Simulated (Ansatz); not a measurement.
# Sn2HO2: a series of runs, part 2 of 2

A sequence of runs on Sn2HO2, in the order made. Open shells can settle in several states, so each run is read by itself.

Ansatz 0.2.0; DFT PBE+D3(BJ), scalar-relativistic, plane waves, PAW. Earlier steps stand in the parts before.

## (4) H at a grid point over the surface, its height relaxed

The input, input.yaml:

```yaml
crystal:
  lattice:
    - [3.82015263, 0.0002954461, 0.0]
    - [-0.0003145178, 3.8201526285, 0.0]
    - [0.0, 0.0, 17.8630377374]
  atoms:
    - { symbol: Sn, position: [0.9999452828, 0.9999452828, 0.223926079] }
    - { symbol: O, position: [0.9999460977, 0.4999460977, 0.2900693009] }
    - { symbol: O, position: [0.4999460977, 0.9999460977, 0.2900693009] }
    - { symbol: Sn, position: [0.4999452828, 0.4999452828, 0.3562125228] }
    - { symbol: H, position: [0.8749452828, 0.8749452828, 0.3562125228], spin: 1.0 }
basis:
  ecutwfc: 420
kpoints:
  mp_grid: { grid: [7, 7, 1] }
hamiltonian:
  xc: pbe
  pseudopotentials: { kind: paw, azcp: { folder: soft_1 } }
  dispersion: d3bj
scf:
  occupations: { method: gaussian, width: 0.05 }
output:
  forces: true
  eigenvalues: true
  populations: true
  write_density: true
  write_potential: true
  elf: true
  volumetric_format: npy
magnetization:
  spin_polarized: true
relax:
  adjacent_minimum: "off"
  f_tol: 0.025
  max_steps: 16
  constraints: [{ sites: [0, 1, 2, 3] }, { sites: [4], fix: xy }]
efield:
  axis: 3
  dipole_correction: true
  ramp_width: 0.04
```

Started as:

```console
ansatz run input.yaml --threads 1 --pin off --max-ram 3072MiB --backend cpu --events-out ev --progress --plain --runs-dir out
```

What it wrote:

```text
Warning: RAYON_NUM_THREADS=1 ignored (pool sized by the plan → 1); use --threads N
Engine: ansatz 0.2.0, x86_64-unknown-linux-gnu
Pseudopotentials: kind: paw
Pseudopotential: Sn, paw, valence charge 14, recommended cutoff 420 eV (normal), <dir>
Pseudopotential: O, paw, valence charge 6, recommended cutoff 420 eV (normal), <dir>
Pseudopotential: H, paw, valence charge 1, recommended cutoff 420 eV (normal), <dir>
Functional definition: PBE
  parameter kappa = 0.804
  parameter beta = 0.06672455060314922
  exchange = pbe_x(kappa = kappa, mu = beta*pi^2/3)
  correlation = pbe_c(beta = beta)
Crystal: 5 atoms, lattice volume = 260.685 Å³
Basis set: ecut = 420 eV, 5099 PW (Γ), exchange–correlation on 54×54×240 points (8 copies of the dense FFT grid, shifted against one another)
Bands: 26, of which v1, the nominal top of the filled ones, is band 21 counted from 1 (20 counted from 0)
Symmetry: 2 space group operations
k-points: 16 of 49 (time reversal used)
Non-local potential: Sn, projectors of the file, l = 0: 2, l = 1: 2, l = 2: 2, l = 3: 1
Non-local potential: O, projectors of the file, l = 0: 2, l = 1: 2, l = 2: 1
Non-local potential: H, projectors of the file, l = 0: 2, l = 1: 1
PAW form: soft (Blöchl's): semilocal exchange-correlation on the pseudo side does not see the compensation charge
PAW one-centre angular grid: Sn, 590 points (default); XC on 64 Gauss nodes
PAW one-centre angular grid: O, 110 points (default); XC on 64 Gauss nodes
PAW one-centre angular grid: H, 110 points (default); XC on 64 Gauss nodes
Initial density: superposition of atomic densities (neutral atoms: chi_scale 0, normalization atom)
Starting moments: Σ|m| = 1 μB on 1 of 5 sites
Initial wavefunctions: pseudopotential atomic-orbital guess
Functional: x = pbe(κ = 0.804, μ = 0.2195149727645171), c = pbe(β = 0.06672455060314922)
SCF iter   1: F=—  HF=-13201.108258 eV  |F-HF|=—  |Δ(HF+E_count)|=         —  Δρ=3.82e-2 (↑3.82e-2 ↓3.45e-2)  dr2=1.63e1  dr2_m=2.41e-2  M=1.000 μB ∫|m|=1.009 μB  β_m=0.30  ethr=3.10e-3  p=0.000 e·Å  D=8.22e-7 V/Å  ΔV_dip=-0.00 eV  dr2_dipole=1.03e-3  V_vac-E_F(+/−)=6.35/6.35 eV  ⟨swp⟩=7.5  Hψ=4541  notcnv=0
efield: sawtooth ramp at fractional position 0.7701 (placed from the atoms, in the widest stretch of the axis that holds none; the zero of the levels goes with the place), width 0.0400; the density the first Hamiltonian is built on has a dipole p = 0.000 e·Å; the dipole correction subtracts the counter field D = 8.22e-7 V/Å, which shifts the + side's vacuum level by -0.00 eV against the − side's; the planar-averaged density in the ramp window peaks in size at 8.8e-7 e/Å³
preconditioner: auto → Resta (q_TF=auto, 2.004 Å⁻¹)  ε∞=1.6  [insulator: Δε(μ)=1.371 eV  Ē_g=18.280 eV  σ=0.050 eV  W_gap=1.00  n_scr=38 (ndim 8)  ℏωp=14.7 eV  f_vac=0.639  D(μ)=0.00/eV (n_scr^D=0)  ε∞_Penn≈1.6  vacuum switching on, ρ_ref=2.4e-2 e/Å³]
spin=Collinear: Resta preconditioning applied to the charge; magnetization (m = ρ↑ − ρ↓) channel mixes plain (no charge-response kernel on spin).
SCF iter   2: F=—  HF=-13197.361504 eV  |F-HF|=—  |Δ(HF+E_count)|=    3.75e0  Δρ=1.04e-2 (↑9.28e-3 ↓1.04e-2)  dr2=6.65e-1  dr2_m=2.49e-2  M=1.000 μB ∫|m|=1.013 μB  β_m=0.30  ethr=3.10e-3  p=-0.014 e·Å  D=-9.87e-3 V/Å  ΔV_dip=0.18 eV  dr2_dipole=2.59e-3  V_vac-E_F(+/−)=4.89/4.72 eV  ⟨swp⟩=4.0  Hψ=2199  notcnv=0  defer=37  κ⁻¹=1.0e0(r=1)
SCF iter   3: F=—  HF=-13197.301130 eV  |F-HF|=—  |Δ(HF+E_count)|=   6.04e-2  Δρ=7.63e-3 (↑6.36e-3 ↓7.63e-3)  dr2=2.80e-1  dr2_m=1.59e-2  M=1.000 μB ∫|m|=1.017 μB  β_m=0.30  ethr=1.62e-3  p=-0.030 e·Å  D=-2.07e-2 V/Å  ΔV_dip=0.37 eV  dr2_dipole=9.68e-6  V_vac-E_F(+/−)=4.96/4.59 eV  ⟨swp⟩=2.0  Hψ=1201  notcnv=0  defer=38  κ⁻¹=6.5e-3(r=2)
SCF iter   4: F=—  HF=-13197.284524 eV  |F-HF|=—  |Δ(HF+E_count)|=   1.66e-2  Δρ=3.32e-3 (↑2.53e-3 ↓3.32e-3)  dr2=2.27e-2  dr2_m=1.17e-2  M=1.000 μB ∫|m|=1.018 μB  β_m=0.30  ethr=6.82e-4  p=-0.025 e·Å  D=-1.71e-2 V/Å  ΔV_dip=0.31 eV  dr2_dipole=1.26e-5  V_vac-E_F(+/−)=4.86/4.55 eV  ⟨swp⟩=2.4  Hψ=1464  notcnv=0  defer=38  κ⁻¹=6.3e-4(r=3)
SCF iter   5: F=—  HF=-13197.295199 eV  |F-HF|=—  |Δ(HF+E_count)|=   1.07e-2  Δρ=2.25e-3 (↑1.75e-3 ↓2.25e-3)  dr2=4.37e-3  dr2_m=7.75e-3  M=1.000 μB ∫|m|=1.022 μB  β_m=0.30  ethr=5.53e-5  p=-0.023 e·Å  D=-1.57e-2 V/Å  ΔV_dip=0.28 eV  dr2_dipole=2.38e-5  V_vac-E_F(+/−)=4.80/4.51 eV  ⟨swp⟩=2.4  Hψ=1171  notcnv=0  defer=38  κ⁻¹=2.2e-4(r=4)
SCF iter   6: F=—  HF=-13197.302169 eV  |F-HF|=—  |Δ(HF+E_count)|=   6.97e-3  Δρ=1.55e-3 (↑1.55e-3 ↓1.37e-3)  dr2=4.54e-4  dr2_m=4.92e-3  M=1.000 μB ∫|m|=1.024 μB  β_m=0.30  ethr=1.07e-5  p=-0.025 e·Å  D=-1.72e-2 V/Å  ΔV_dip=0.31 eV  dr2_dipole=2.17e-6  V_vac-E_F(+/−)=4.79/4.48 eV  ⟨swp⟩=2.0  Hψ=1143  notcnv=0  defer=38  κ⁻¹=5.6e-6(r=5)
SCF iter   7: F=—  HF=-13197.305912 eV  |F-HF|=—  |Δ(HF+E_count)|=   3.74e-3  Δρ=1.24e-3 (↑1.07e-3 ↓1.24e-3)  dr2=4.14e-4  dr2_m=3.14e-3  M=1.000 μB ∫|m|=1.026 μB  β_m=0.30  ethr=1.11e-6  p=-0.024 e·Å  D=-1.66e-2 V/Å  ΔV_dip=0.30 eV  dr2_dipole=1.23e-5  V_vac-E_F(+/−)=4.79/4.50 eV  ⟨swp⟩=2.7  Hψ=1486  notcnv=0  defer=38  κ⁻¹=3.3e-6(r=6)
SCF iter   8: F=—  HF=-13197.308018 eV  |F-HF|=—  |Δ(HF+E_count)|=   2.11e-3  Δρ=9.74e-4 (↑8.41e-4 ↓9.74e-4)  dr2=1.67e-4  dr2_m=1.96e-3  M=1.000 μB ∫|m|=1.028 μB  β_m=1.20  ethr=1.01e-6  p=-0.024 e·Å  D=-1.69e-2 V/Å  ΔV_dip=0.30 eV  dr2_dipole=6.56e-6  V_vac-E_F(+/−)=4.81/4.51 eV  ⟨swp⟩=2.0  Hψ=1066  notcnv=0  defer=38
Mixer restart at iter 8: flushing history
spin-set hold released at iteration 8 (site moments contracting): the magnetisation degrees of freedom join the quasi-Newton model from the next iteration; the mixer history was flushed
SCF iter   9: F=—  HF=-13197.311048 eV  |F-HF|=—  |Δ(HF+E_count)|=   3.03e-3  Δρ=2.48e-4 (↑9.71e-5 ↓2.48e-4)  dr2=3.70e-4  dr2_m=4.19e-5  M=1.000 μB ∫|m|=1.034 μB  β_m=1.20  ethr=4.07e-7  p=-0.025 e·Å  D=-1.75e-2 V/Å  ΔV_dip=0.31 eV  dr2_dipole=1.02e-5  V_vac-E_F(+/−)=4.83/4.52 eV  ⟨swp⟩=3.3  Hψ=1766  notcnv=0  defer=38  κ⁻¹=1.0e0(r=1)
density mixer auto → broyden: gapped, with many states about μ (density of states about μ 0.27 of a free-electron gas's, 38 screened modes)
SCF iter  10: F=—  HF=-13197.311253 eV  |F-HF|=—  |Δ(HF+E_count)|=   2.05e-4  Δρ=1.12e-4 (↑9.07e-5 ↓1.12e-4)  dr2=1.52e-4  dr2_m=2.30e-6  M=1.000 μB ∫|m|=1.035 μB  β_m=1.20  ethr=4.07e-7  p=-0.026 e·Å  D=-1.82e-2 V/Å  ΔV_dip=0.32 eV  dr2_dipole=9.18e-8  V_vac-E_F(+/−)=4.84/4.51 eV  ⟨swp⟩=2.0  Hψ=1099  notcnv=0  defer=38  κ⁻¹=7.2e-2(r=2)
SCF iter  11: F=—  HF=-13197.311411 eV  |F-HF|=—  |Δ(HF+E_count)|=   1.58e-4  Δρ=5.32e-5 (↑5.32e-5 ↓5.13e-5)  dr2=3.14e-5  dr2_m=5.97e-7  M=1.000 μB ∫|m|=1.035 μB  β_m=1.20  ethr=3.72e-7  p=-0.026 e·Å  D=-1.79e-2 V/Å  ΔV_dip=0.32 eV  dr2_dipole=1.10e-7  V_vac-E_F(+/−)=4.83/4.51 eV  ⟨swp⟩=2.3  Hψ=1081  notcnv=0  defer=38  κ⁻¹=2.1e-2(r=3)
SCF iter  12: F=-13197.311510 eV  HF=-13197.311491 eV  |F-HF|=1.90e-5  |Δ(HF+E_count)|=   7.99e-5  Δρ=2.83e-5 (↑2.71e-5 ↓2.83e-5)  dr2=4.33e-6  dr2_m=8.67e-8  M=1.000 μB ∫|m|=1.035 μB  ethr=3.81e-8  p=-0.026 e·Å  D=-1.79e-2 V/Å  ΔV_dip=0.32 eV  dr2_dipole=1.30e-8  V_vac-E_F(+/−)=4.83/4.51 eV  ⟨swp⟩=21.6  Hψ=9415  notcnv=0
SCF 1 converged in 12 iterations: F = -13197.311510 eV  dr2 = 4.33e-6
  Residual-converged pass: ⟨swp⟩=1.0  Hψ=960  notcnv=0  max |occ|·‖R‖ = 7.0e-9 eV (tolerance 1.0e-8 eV)  dr2=4.33e-6  dr2_m=8.67e-8  dr2_onsite=5.93e-6  max |Δocc| = 2.4e-34
relax step   1: F+E_penalty+E_count = -13197.31150966 eV  Δ(F+E_penalty+E_count) = +0.000e0 eV  max|allowed force component| = 1.022e0 eV/Å  Δτ_max = 0.0000 Å  (12 SCF iters, dr2 threshold 1.56e-5 eV, accepted)
[... from here on, the SCF cycles and remarks between the steps are left out ...]
relax step   2: F+E_penalty+E_count = -13197.50554341 eV  Δ(F+E_penalty+E_count) = -1.940e-1 eV  max|allowed force component| = 9.680e-1 eV/Å  Δτ_max = 0.1950 Å  (6 SCF iters, dr2 threshold 6.53e-5 eV, accepted)
relax step   3: F+E_penalty+E_count = -13197.68542292 eV  Δ(F+E_penalty+E_count) = -1.799e-1 eV  max|allowed force component| = 8.631e-1 eV/Å  Δτ_max = 0.1950 Å  (7 SCF iters, dr2 threshold 5.86e-5 eV, accepted)
relax step   4: F+E_penalty+E_count = -13197.90584199 eV  Δ(F+E_penalty+E_count) = -2.204e-1 eV  max|allowed force component| = 9.859e-1 eV/Å  Δτ_max = 0.1950 Å  (37 SCF iters, dr2 threshold 1.00e-4 eV, accepted)
relax step   5: F+E_penalty+E_count = -13198.05589276 eV  Δ(F+E_penalty+E_count) = -1.501e-1 eV  max|allowed force component| = 5.460e-1 eV/Å  Δτ_max = 0.1950 Å  (9 SCF iters, dr2 threshold 1.00e-4 eV, accepted)
relax step   6: F+E_penalty+E_count = -13198.11881083 eV  Δ(F+E_penalty+E_count) = -6.292e-2 eV  max|allowed force component| = 1.090e-1 eV/Å  Δτ_max = 0.1937 Å  (13 SCF iters, dr2 threshold 9.15e-5 eV, accepted)
relax step   7: F+E_penalty+E_count = -13198.12154706 eV  Δ(F+E_penalty+E_count) = -2.736e-3 eV  max|allowed force component| = 9.667e-3 eV/Å  Δτ_max = 0.0462 Å  (11 SCF iters, dr2 threshold 7.42e-7 eV, accepted)
relax step   8: F+E_penalty+E_count = -13198.12154706 eV  Δ(F+E_penalty+E_count) = -3.474e-10 eV  max|allowed force component| = 9.667e-3 eV/Å  Δτ_max = 0.0000 Å  (2 SCF iters, accepted)
WARN: The output density's exchange-correlation potential varies sharply where the density is thin. Do not read a vacuum level from v_tot or v_xc, or from such a field of the output density. On a cell that repeats whose density bears no net charge and no dipole along the vacuum's axis use v_es (v_loc + v_h of the components); under efield.dipole_correction with no amplitude use v_es + v_field, which holds any external_charges[].barrier, or the levels of the report's work_function block, which leave it out; under a non-zero efield.amplitude the vacuum is tilted and has no level; on a cell that repeats and bears such a dipole with no correction it is tilted too, and efield.dipole_correction with no amplitude gives each side of its ramp a level where efield: is served; in a cell that repeats whose density bears a net charge (total_charge, or a fill off its count) it is curved and has none; of a slab under crystal.periodic whose density bears no net charge use v_es, which has a level on each side, short of where the two are joined; of another it falls or rises all the way out and has none; of a slab beside external_charges read slab_vacuum_level instead, which it has where they leave it neutral. The grid or the basis barely resolves most such structure, and the values can differ between equally converged runs; as a rule a tighter scf.convergence.dr2_threshold does not remove it. Where the density itself ripples (under the LDA too) a higher basis.ecutwfc lessens it. The files hold the spikes' plane waves up to the density's cutoff. Files: v_tot_of_output_density and the like, and their columns of v_z.tsv (output.write_potential); v_xc_of_output_density and the like, and their columns of v_comp_z.tsv (output.write_potential_components). Measured: with its Gaussian average of σ = 0.25 Å subtracted twice, the exchange-correlation potential is over 0.1 eV at 4 of the grid points where the equally averaged density (valence and model cores) is under 1e-3 e/Å³, and 0.142 eV at the most among them, at an averaged density of 9.3e-4 e/Å³. The input density's (outcome.potential() and, of a run that writes arrays, v_tot and v_xc) is over 0.1 eV, so measured, at 25 points of its own thin density, 0.254 eV at the most. See output.write_potential in the manual, Limitations
SCF converged after 2 iterations
Stability not checked: this state was not tested for a lower state beside it, because the mixer in use, unlike msr1, does not test its closes by its own steps (another_mixer; see scf.mixing.algorithm and scf.lower_state_search)
Magnetization: 0.0000 μB (20.5000 up, 20.5000 down)
Absolute magnetization: 0.0000 μB (∫|ρ↑−ρ↓|, with the PAW one-centre terms)
Spin contamination: 0.0000 ħ² per cell (⟨S²⟩ above its minimum at these occupations)
Per-site moments (μB) at R_I (Å): [(1.642456211625821e-8, 0.9264612709810854), (6.55905744113344e-7, 0.9264612709810853), (6.559057441361022e-7, 0.9264612709810854), (8.931928387363094e-7, 0.9264612709810853), (4.828886396288525e-6, 0.9356117748211583)]
Free energy (F): -13198.121547 eV
Harris-Foulkes:  -13198.121547 eV  (|F-HF|=1.06e-9)
Internal energy: -13198.119686 eV  (E = F + TS)
E sigma→0 (E₀):  -13198.120616 eV
Entropy (-TS):   -0.001861 eV (-0.372 meV/atom)
Fermi energy:    -1.219688 eV
Dipole field:    D = -0.054451 V/Å  (p = -0.078445 e·Å, saw-weighted, corrected)
Work function:   Φ+ = 5.6893 eV   Φ− = 4.7166 eV
Levels:          The Fermi level and band energies are counted from a zero that moves with the ramp; work functions are not
--- Per-component energies (eV) ---
  E_band       = -604.505549
  E_kinetic    = 681.138784
  E_local      = -21764.397310  (includes V_loc(G=0)·N_el)
  E_nonlocal   = 395.065365
  E_hartree    = 10583.927249
  E_xc         = -400.675209
  E_vxc        = -350.394285  (∫ρ·V_xc dr)
  E_paw        = -9064.674489  (= ΣΔE_a)
  E_vpaw       = -733.897906  (= ΣTr[D̂ρ^β])
  E_aug_tail   = 0.001320  (compensation charges beyond the density's cutoff)
  E_efield     = 0.002136  (sawtooth field / dipole correction)
  E_vefield    = 0.124138  (∫n·V_field dr)
  E_ewald      = 6372.140599
  E_disp       = -0.648130  (pairwise vdW)
  E_smearing   = -0.001861  (= −TS)
  E_closure    = -0.000000  (closes the sum)
  Σ components = -13198.121547   (vs F -13198.121547, Δ=0.00e0)
--- Forces (eV/Å), atoms counted from 1 ---
  atom   1  Sn     0.02337097     0.02337471     0.23780884
  atom   2  O      0.04766074    -0.26372337    -0.34785014
  atom   3  O     -0.26373098     0.04761863    -0.34785014
  atom   4  Sn     0.51653769     0.51662017     0.44821777
  atom   5  H     -0.32384230    -0.32389401     0.00966743
  max |Σ_I F_I| component: 6.24e-6 eV/Å
--- Band table (eV; the first three rows and the last of 32) ---
  k-point 0 ↑: bands = ["-22.5163", "-22.2386", "-22.2326", "-22.2012", "-22.1674", "-22.1156", "-21.9670", "-21.9519", "-21.9474", "-21.9354", "-20.4788", "-17.9960", "-8.8710", "-6.5087", "-6.4775", "-5.9589", "-3.8836", "-3.5029", "-3.4931", "-2.4299", "-0.2429", "1.3423", "2.5288", "3.4649", "3.7906", "4.0847"]
[... 3 lines left out ...]
--- Relaxed structure (8 steps of the walk, 8 accepted, 0 SCFs on fresh bases) ---
  F+E_penalty+E_count = -13198.12154706 eV   max|allowed force component| = 9.667e-3 eV/Å
  atoms:
    - { symbol: Sn, position: [0.9999452827999998, 0.9999452827999998, 0.22392607899999997] }
    - { symbol: O, position: [0.9999460977, 0.49994609769999987, 0.2900693009] }
    - { symbol: O, position: [0.49994609770000004, 0.9999460976999999, 0.2900693009] }
    - { symbol: Sn, position: [0.49994528279999995, 0.4999452828, 0.35621252279999993] }
    - { symbol: H, position: [0.8749452828, 0.8749452827999998, 0.4133049818987513] }
--- Löwdin populations: 5 sites ---
  site symbol       q [e]    m [muB]
     0     Sn     13.1672     0.0000
     1      O      6.7553     0.0000
     2      O      6.7553     0.0000
     3     Sn     13.0135     0.0000
     4      H      1.1718     0.0000
  spilling = 0.003339 (of n_electrons = 41.000000)
```

Caution: the run may have ended on a state that is not the lowest.

It took 2.4 min on 1 thread of AMD EPYC 9R45 (Zen 5), shared host; peak memory 0.79 GiB.

The maps below are laid out on this run's own conventional cell (a, b, c = 5.402, 5.403, 17.863 Å).

Density in a lattice plane of the grid's cell (edges 5.40 and 17.86 Å, at 0.000 of the third edge), which holds Sn and H.

Ten even steps from '0' (0.00 e/Å³) to '9' (12.05 e/Å³):
```
00000000
00000000
00000000
00000000
00000000
00000000
00000000
00000000
00000000
00000000
00000000
00001000
00029200
00000000
51000001
51000001
00000000
00000000
00000000
00000000
```
Columns run along the first of these edges and rows up along the second, over one cell in 8 and 20 even steps from the bottom left corner. Atoms in the plane (fractional): Sn at (1.00, 0.22), Sn at (0.50, 0.36), H at (0.87, 0.41).

ELF in the same plane.

Ten even steps from '0' (0.00) to '9' (1.00):
```
00000000
00000000
00000000
00000000
00000000
00000000
00000000
00000000
00000000
50000028
91176489
91442389
00110111
00011100
02000002
03300043
78700078
98200028
52000002
00000000
```
Columns run along the first of these edges and rows up along the second, over one cell in 8 and 20 even steps from the bottom left corner. Atoms in the plane (fractional): Sn at (1.00, 0.22), Sn at (0.50, 0.36), H at (0.87, 0.41).

Both are smooth fields of the valence electrons: close to the nuclei they are not physical.

Outside the cores ELF peaks at 1.00 at H; 0.95 outside the outer layer, 2.1 Å from Sn; 0.84 in the shell around O, 0.6 Å from O.

## (5) Results

This closing draws on all 2 parts.

| step | level | gap on the mesh (eV) | largest spin moment (μB) | time |
| --- | --- | --- | --- | --- |
| 2 | PBE+D3(BJ), scalar-relativistic | metal | 0.00 | 62 s |
| 3 | PBE+D3(BJ), scalar-relativistic | metal | 0.03 | 6.1 min |
| 4 | PBE+D3(BJ), scalar-relativistic | metal | 0.00 | 2.4 min |

A relaxation can end in another state than it starts from.

Each row holds for the state that its run reached, which need not be the ground state, so the rows aren't joined into a trend here.
